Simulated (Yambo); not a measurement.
# Si (I4_1/amd) in Yambo: notebook

The runs below take Si through optical spectrum, with PBEsol.

Program: Yambo 5.3.0. These are calculated values, not measurements. Logs are shortened: lines on timing, memory, paths and dates and some standing lists are left out, and cuts for length are marked.

## Step 1: The crystal as given

The structure is tetragonal, space group I4_1/amd (No. 141). The conventional cell has a = 4.743 Å, b = 4.743 Å, c = 2.659 Å, α = 90.00°, β = 90.00°, γ = 90.00°. Around Si (site symmetry -4m2) lie 6 Si at 2.46 to 2.66 Å.

This isn't the form of Si at room conditions, which is diamond.

## Step 2: Optical spectrum, PBEsol

File optics0.in:

```
optics
chi
Chimod= "IP"
% BndsRnXd
 1 | 29 |
%
% LongDrXd
 1 | 0 | 0 |
%
% QpntsRXd
 1 | 1 |
%
% EnRngeXd
 0 | 20 | eV
%
% DmRngeXd
 0.1 | 0.1 | eV
%
ETStpsXd= 200
```

File scf.in:

```
&CONTROL
  calculation = 'scf'
  prefix = 'pwscf'
  outdir = './tmp'
  pseudo_dir = './pseudo'
/
&SYSTEM
  ibrav = 0
  nat = 2
  ntyp = 1
  ecutwfc = 36
  nbnd = 9
  occupations = 'smearing'
  smearing = 'fd'
  degauss = 0.00367493
  force_symmorphic = .true.
/
&ELECTRONS
  conv_thr = 4d-10
  electron_maxstep = 120
  mixing_beta = 0.5
/
ATOMIC_SPECIES
Si    28.0850 Si.upf
CELL_PARAMETERS angstrom
  -2.3713723045    2.3713723045    1.3292653899
   2.3713723045   -2.3713723045    1.3292653899
   2.3713723045    2.3713723045   -1.3292653899
ATOMIC_POSITIONS crystal
Si     0.5000000000    0.5000000000    0.0000000000
Si     0.2500000000    0.7500000000    0.5000000000
K_POINTS automatic
12 12 12 0 0 0
```

File nscf.in:

```
&CONTROL
  calculation = 'nscf'
  prefix = 'pwscf'
  outdir = './tmp'
  pseudo_dir = './pseudo'
/
&SYSTEM
  ibrav = 0
  nat = 2
  ntyp = 1
  ecutwfc = 36
  nbnd = 34
  occupations = 'smearing'
  smearing = 'fd'
  degauss = 0.00367493
  force_symmorphic = .true.
/
&ELECTRONS
  conv_thr = 1d-08
  diago_full_acc = .true.
  diago_thr_init = 1d-06
/
ATOMIC_SPECIES
Si    28.0850 Si.upf
CELL_PARAMETERS angstrom
  -2.3713723045    2.3713723045    1.3292653899
   2.3713723045   -2.3713723045    1.3292653899
   2.3713723045    2.3713723045   -1.3292653899
ATOMIC_POSITIONS crystal
Si     0.5000000000    0.5000000000    0.0000000000
Si     0.2500000000    0.7500000000    0.5000000000
K_POINTS automatic
12 12 12 0 0 0
```

Potentials or basis: PseudoDojo 0.4.1 SR PBEsol standard.

The run is started by

```console
OMP_NUM_THREADS=1 pw.x -in scf.in > scf.out
OMP_NUM_THREADS=1 pw.x -in nscf.in > nscf.out
cd tmp/pwscf.save; p2y; mv SAVE ../..; cd ../..
OMP_NUM_THREADS=1 yambo
OMP_NUM_THREADS=1 yambo -F optics0.in -J optics0 -C optics0_out
```

Yambo's report:

```text
[... sections 02.01 to 02.04 as in the set-up run ...]

[... 5 lines left out ...]
  [X] Bosonic    Temperature                        :  0.258606E-1   300.100    [eV K]
  [X] Finite Temperature mode                       : yes
  [X] El. density                                   :  0.26756E+24 [cm-3]
  [X] Fermi Level                                   :  9.939135 [eV]

  [X] === Gaps and Widths ===
  [X] Conduction Band Min                           :  9.939135 [eV]
  [X] Valence Band Max                              :  9.939135 [eV]
  [X] Filled Bands                                  :  2
  [X] Metallic Bands                                :   3   5
  [X] Empty Bands                                   :    6   34

  [X] === Metallic Characters ===
  [X] N of el / N of met el                         :  8.000000  3.985423
  [X] Average metallic occ.                         :  0.332119

  [WARNING] [X] Metallic system

 [03] Transferred momenta grid and indexing
 ==========================================

 IBZ Q-points                                      :  163
 BZ  Q-points                                      :  1728

 K/Q-points units:
 rlu = crystal or reduced units; cc = cartesian coordinates; iku = interal k-units

 Q [  1]        [rlu]:  0.000000  0.000000  0.000000
 Q [  2]        [rlu]: -0.45898E-17  0.17735E-17  0.83333E-01
 Q [  3]        [rlu]:  0.27603E-17 -0.83930E-17  0.16667
 Q [  4]        [rlu]: -0.47884E-17 -0.36606E-17  0.25000
 Q [  5]        [rlu]:  0.55207E-17 -0.16786E-16  0.33333
 Q [  6]        [rlu]:  0.23581E-16 -0.37663E-16  0.41667
[... 42 lines left out ...]
 Q [ 49]        [rlu]:  0.083333  0.083333 -0.083333
 Q [ 50]        [rlu]:  0.083333  0.166667  0.083333

 Remaining 113 points informations can be written running with -fatlog

 [WARNING] [Xd] User bands 1-29 break level degeneracy

 [04] Dipoles
 ============

  [04.01] Setup: observables and procedures
  =========================================

  [WF-Oscillators/G space/Transverse up loader] Normalization (few states)  min/max  :  0.25288E-17   1.0000

  [WR./optics0//ndb.dipoles]------------------------------------------------------
   Brillouin Zone Q/K grids (IBZ/BZ)                :   163  1728   163  1728
   RL vectors                                       :  1333 [WF]
   Fragmentation                                    : yes
   Electronic Temperature                           :  300.1000 [K]
   Bosonic    Temperature                           :  300.1000 [K]
   DIP band range                                   :   1  29
   DIP band range limits                            :   5   3
   DIP e/h energy range                             : -1.000000 -1.000000 [eV]
   RL vectors in the sum                            :  1333
   [r,Vnl] included                                 : yes
   Bands ordered                                    : yes
[... 7 lines left out ...]
  [WARNING] In case H contains other non local terms, these are neglected

 [05] Optics
 ===========

 [X-CG] R(p) Tot o/o(of R):   14379  179666     100

 [WARNING] The system is a metal but Drude term not included.
```

It took 51 s on 1 thread of Arm Neoverse V2, shared host; peak memory 0.25 GiB.

What came out:

- Band gap on the k mesh, mean-field level: none (metal or under the smearing width)

Dielectric function (along the field direction of the input):
| energy (eV) | real part | imaginary part |
| --- | --- | --- |
| 0.30 | 35.38 | 0.92 |
| 0.90 | 37.78 | 10.57 |
| 1.61 | 34.75 | 45.85 |
| 2.31 | -8.02 | 45.01 |
| 3.02 | -10.06 | 33.34 |
| 3.62 | -12.42 | 19.65 |
| 4.32 | -9.75 | 11.56 |
| 5.03 | -8.96 | 6.25 |
| 5.73 | -6.42 | 4.23 |
| 6.33 | -4.57 | 2.29 |
| 7.04 | -4.22 | 1.87 |
| 7.74 | -3.29 | 1.23 |
| 8.44 | -2.53 | 0.80 |
| 9.05 | -2.05 | 0.71 |
| 9.75 | -1.56 | 0.58 |
| 10.45 | -1.31 | 0.43 |
| 11.16 | -0.97 | 0.27 |
| 11.76 | -0.73 | 0.30 |
| 12.46 | -0.57 | 0.26 |
| 13.17 | -0.38 | 0.24 |
| 13.87 | -0.24 | 0.16 |
| 14.47 | -0.12 | 0.13 |
| 15.18 | -0.05 | 0.12 |
| 15.88 | 0.02 | 0.12 |
| 16.58 | 0.13 | 0.10 |
| 17.19 | 0.19 | 0.09 |
| 17.89 | 0.26 | 0.07 |
| 18.59 | 0.32 | 0.07 |
| 19.30 | 0.36 | 0.05 |
| 20.00 | 0.41 | 0.05 |

Caveat: the intraband (Drude) term of the metal is left out; the ground state has no gap, which makes the many-body step unreliable; spectra need much finer meshes, so this one isn't converged; independent-particle spectra lack excitons.

## Step 3: Optical spectrum, PBEsol

File optics1.in:

```
optics
chi
Chimod= "HARTREE"
% BndsRnXd
 1 | 29 |
%
NGsBlkXd= 3 Ry
% LongDrXd
 1 | 0 | 0 |
%
% QpntsRXd
 1 | 1 |
%
% EnRngeXd
 0 | 20 | eV
%
% DmRngeXd
 0.1 | 0.1 | eV
%
ETStpsXd= 200
```

scf.in is that of step 2.

nscf.in is that of step 2.

Potentials or basis: PseudoDojo 0.4.1 SR PBEsol standard.

The run is started by

```console
OMP_NUM_THREADS=1 pw.x -in scf.in > scf.out
OMP_NUM_THREADS=1 pw.x -in nscf.in > nscf.out
cd tmp/pwscf.save; p2y; mv SAVE ../..; cd ../..
OMP_NUM_THREADS=1 yambo
OMP_NUM_THREADS=1 yambo -F optics1.in -J optics1 -C optics1_out
```

Yambo's report:

```text
[... sections 02.01 to 02.04 as in the set-up run ...]

[... 5 lines left out ...]
  [X] Bosonic    Temperature                        :  0.258606E-1   300.100    [eV K]
  [X] Finite Temperature mode                       : yes
  [X] El. density                                   :  0.26756E+24 [cm-3]
  [X] Fermi Level                                   :  9.939135 [eV]

  [X] === Gaps and Widths ===
  [X] Conduction Band Min                           :  9.939135 [eV]
  [X] Valence Band Max                              :  9.939135 [eV]
  [X] Filled Bands                                  :  2
  [X] Metallic Bands                                :   3   5
  [X] Empty Bands                                   :    6   34

  [X] === Metallic Characters ===
  [X] N of el / N of met el                         :  8.000000  3.985423
  [X] Average metallic occ.                         :  0.332119

  [WARNING] [X] Metallic system

 [03] Transferred momenta grid and indexing
 ==========================================

 IBZ Q-points                                      :  163
 BZ  Q-points                                      :  1728

 K/Q-points units:
 rlu = crystal or reduced units; cc = cartesian coordinates; iku = interal k-units

 Q [  1]        [rlu]:  0.000000  0.000000  0.000000
 Q [  2]        [rlu]: -0.45898E-17  0.17735E-17  0.83333E-01
 Q [  3]        [rlu]:  0.27603E-17 -0.83930E-17  0.16667
 Q [  4]        [rlu]: -0.47884E-17 -0.36606E-17  0.25000
 Q [  5]        [rlu]:  0.55207E-17 -0.16786E-16  0.33333
 Q [  6]        [rlu]:  0.23581E-16 -0.37663E-16  0.41667
[... 42 lines left out ...]
 Q [ 49]        [rlu]:  0.083333  0.083333 -0.083333
 Q [ 50]        [rlu]:  0.083333  0.166667  0.083333

 Remaining 113 points informations can be written running with -fatlog

 [WARNING] [Xd] User bands 1-29 break level degeneracy

 [04] Dipoles
 ============

  [04.01] Setup: observables and procedures
  =========================================

  [WF-Oscillators/G space/Transverse up loader] Normalization (few states)  min/max  :  0.25288E-17   1.0000

  [WR./optics1//ndb.dipoles]------------------------------------------------------
   Brillouin Zone Q/K grids (IBZ/BZ)                :   163  1728   163  1728
   RL vectors                                       :  1333 [WF]
   Fragmentation                                    : yes
   Electronic Temperature                           :  300.1000 [K]
   Bosonic    Temperature                           :  300.1000 [K]
   DIP band range                                   :   1  29
   DIP band range limits                            :   5   3
   DIP e/h energy range                             : -1.000000 -1.000000 [eV]
   RL vectors in the sum                            :  1333
   [r,Vnl] included                                 : yes
   Bands ordered                                    : yes
[... 7 lines left out ...]
  [WARNING] In case H contains other non local terms, these are neglected

 [05] Optics
 ===========

 [X-CG] R(p) Tot o/o(of R):   14379  179666     100

 [WARNING] The system is a metal but Drude term not included.
```

Run time: 55 s. Hardware: 1 thread of Arm Neoverse V2, shared host; peak memory 0.49 GiB.

What came out:

```
Band gap on the k mesh, mean-field level : none (metal or under the smearing width)
```

Dielectric function (along the field direction of the input):
```tsv
energy (eV)	real part	imaginary part
0.30	35.04	0.92
1.31	49.44	17.60
2.31	-7.79	44.72
3.32	-14.96	17.61
4.42	-10.06	11.46
5.43	-6.65	4.14
6.43	-4.13	2.67
7.54	-3.60	1.50
8.54	-2.28	0.80
9.55	-1.69	0.61
10.65	-1.10	0.43
11.66	-0.74	0.31
12.66	-0.51	0.25
13.77	-0.26	0.18
14.77	-0.07	0.17
15.78	0.03	0.16
16.88	0.16	0.10
17.89	0.27	0.07
18.89	0.33	0.09
20.00	0.41	0.06
```

Caveat: the intraband (Drude) term of the metal is left out; the ground state has no gap, which makes the many-body step unreliable; spectra need much finer meshes, so this one isn't converged; these spectra lack excitons.
